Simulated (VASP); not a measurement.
**MoP under changes of volume**

One of the cells (14.640 Å³/atom); the others are scaled copies at fixed shape and fractional positions:

```xyz
2
Lattice="3.2443 0.0000 0.0000 -1.6222 2.8097 0.0000 0.0000 0.0000 3.2121" Properties=species:S:1:pos:R:3 pbc="T T T"
Mo    0.0000    0.0000    0.0000
P     0.0000    1.8731    1.6061
```

| Item | Value |
| --- | --- |
| Program | VASP 6.6.1 |
| Functional | PBE |
| Potentials or basis | VASP PAW PBE potentials, release 64 (Mo_sv, P) |
| Cutoff | 520 eV |
| k mesh | 10 × 10 × 8 |
| Occupations | fermi-dirac, width 0.05 eV |
| Spin | no spin polarisation |

```tsv
volume (Å³/atom)	energy over the lowest point (meV/atom)	pressure (GPa)
13.492	?	?
13.779	28.65	13.2
14.066	10.03	7.6
14.640	0.00	-1.8
14.927	6.77	-5.8
15.214	20.35	-9.4
```

**Question.** What does the run at 13.492 Å³/atom give?

**Answer.** Energy over the lowest point 57.73 meV/atom; pressure 19.3 GPa.

Worked out: A Birch-Murnaghan fit of order 3 (a polynomial in V^(-2/3)) to the other rows has its minimum at 14.52 Å³/atom with B0 = V·E''(V) = 223 GPa and B' = 4.4 at fixed shape and positions, which overstates the stiffness. It gives 57.73 meV/atom at 13.492 Å³/atom, against the run's 57.73, and -dE/dV = 19.4 GPa, against 19.3.

Energies are extrapolated to zero smearing.
